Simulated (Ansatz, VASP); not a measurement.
## Two plane-wave programs on Ir

```
Ir
1.0
     0.00000    1.92882    1.92882
     1.92882    0.00000    1.92882
     1.92882    1.92882    0.00000
Ir
1
Direct
  0.00000 0.00000 0.00000
```

Alike in both runs: task single point; functional LDA; k mesh 20 × 20 × 20; no spin polarisation.

```csv
,VASP,Ansatz
version,VASP 6.6.1,Ansatz 0.2.0
potentials or method,"VASP PAW LDA potentials, release 64 (Ir)","scalar-relativistic, plane waves, PAW"
plane-wave cutoff (eV),520,420
occupations,"fermi-dirac, width 0.15 eV","fermi-dirac, width 0.05 eV"
valence electrons in the cell,9,17
```

|  | VASP | Ansatz | Ansatz less VASP |
| --- | --- | --- | --- |
| gap on the k mesh at the Fermi level (eV) | none | none | - |
| pressure (GPa) | -10.7 | -13.6 | -2.92 |

A gap of «none» marks a metal or a gap that the smearing closes. The two sets of potentials don't hold the same shells in valence.

The runs have no spin-orbit coupling, so splittings on Ir are missing.
